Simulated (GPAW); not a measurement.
Input of a GPAW 26.7.0 run:

The input run.py:

```python
import numpy as np
from ase import Atoms
from ase.dft.bandgap import bandgap
from ase.io import write
from gpaw import GPAW, PW
from gpaw.spinorbit import soc_eigenstates

atoms = Atoms(['Ge', 'Ge'],
              cell=[[0.0, 2.82891, 2.82891],
                    [2.82891, 0.0, 2.82891],
                    [2.82891, 2.82891, 0.0]],
              scaled_positions=[[0.75, 0.75, 0.75],
                                [0.5, 0.5, 0.5]],
              pbc=True)

calc = GPAW(mode=PW(600),
            xc={'name': 'vdW-DF', 'backend': 'libvdwxc'},
            kpts={'size': (8, 8, 8), 'gamma': True},
            occupations={'name': 'fermi-dirac', 'width': 0.05},
            nbands=11,
            convergence={'density': 1e-05, 'energy': 1e-05},
            maxiter=150,
            txt='gpaw.txt')
atoms.calc = calc
energy = atoms.get_potential_energy()
forces = atoms.get_forces()
calc.write('gs.gpw')
write('result.traj', atoms)
print(f'Energy: {energy:.6f} eV')
print('Forces (eV/A):')
print(forces.round(4))
print('Fermi level:', round(calc.get_fermi_level(), 4), 'eV')
print(f'Gap: {bandgap(calc)[0]:.4f} eV, direct: {bandgap(calc, direct=True)[0]:.4f} eV')

path = atoms.cell.bandpath('GXWKGLUWLK,UX', npoints=80, eps=1e-4)
bs_calc = calc.fixed_density(kpts=path, symmetry='off', nbands=21,
                             convergence={'bands': 'CBM+6.0', 'eigenstates': 1e-6}, txt='bands.txt')
bs = bs_calc.band_structure()
bs.write('bs.json')
print(f'Gap on the path: {bandgap(bs_calc)[0]:.4f} eV')

soc = soc_eigenstates(bs_calc, theta=0, phi=0)
np.savetxt('soc_bands.dat', soc.eigenvalues(), fmt='%.4f')
mesh = soc_eigenstates('gs.gpw', theta=0, phi=0)
np.savetxt('soc_mesh.dat', mesh.eigenvalues(), fmt='%.4f')
print('Fermi level with spin-orbit coupling:', round(mesh.fermi_level, 4), 'eV')
```

Potentials or basis: GPAW PAW data sets (gpaw-data 1.2.1), pw.

Launch:

```console
$ OMP_NUM_THREADS=1 python run.py
```

Q: Predict the band gap along the path.

A: None (metal or under the smearing width).

Levels at the corners of the path, in eV from the Fermi level:
| point | band 6 | band 7 | band 8 | band 9 | band 10 | band 11 |
| --- | --- | --- | --- | --- | --- | --- |
| Γ | -0.05 | 0.00 | 0.00 | 0.00 | 0.00 | 2.31 |
| X | -3.16 | -3.16 | -3.16 | 0.76 | 0.76 | 0.76 |
| W | -4.00 | -3.92 | -3.92 | 4.18 | 4.18 | 4.32 |
| K | -4.38 | -2.72 | -2.72 | 1.16 | 1.16 | 4.06 |
| Γ | -0.05 | 0.00 | 0.00 | 0.00 | 0.00 | 2.31 |
| L | -1.61 | -1.41 | -1.41 | 0.14 | 0.14 | 3.63 |
| U | -4.38 | -2.72 | -2.72 | 1.16 | 1.16 | 4.06 |
| W | -4.00 | -3.92 | -3.92 | 4.18 | 4.18 | 4.32 |
| L | -1.61 | -1.41 | -1.41 | 0.14 | 0.14 | 3.63 |
| K | -4.38 | -2.72 | -2.72 | 1.16 | 1.16 | 4.06 |
| U | -4.38 | -2.72 | -2.72 | 1.16 | 1.16 | 4.06 |
| X | -3.16 | -3.16 | -3.16 | 0.76 | 0.76 | 0.76 |

Caveat: spin-orbit coupling was added after a scalar SCF, so levels and gaps hold it while energy, forces, pressure and moments don't; this program's spin-orbit splittings come out too wide for heavy elements; the PAW data sets were made with another functional, which shifts forces and pressure a little; this crystal is a semiconductor, whose small gap the functional closes, so the metal is an error of the method.

**Measured values to compare with.**

From “Electronic and optical properties of SixGe1-x-ySny alloys lattice-matched to Ge”, 2021, arxiv:2109.02782, for a bulk crystal of Ge at 293 K: band gap 0.666 eV (indirect).

Measured gap of Ge: 0.666 eV (indirect; 293 K; “Electronic and optical properties of SixGe1-x-ySny alloys lattice-matched to Ge”, 2021, arxiv:2109.02782). This calculation gives 0.00 eV (-0.67 eV). 3 values of this kind are on record (0.666 to 0.807 eV); this one was drawn at random among those near their median. The value is that of vdW-DF, without temperature or zero-point motion.
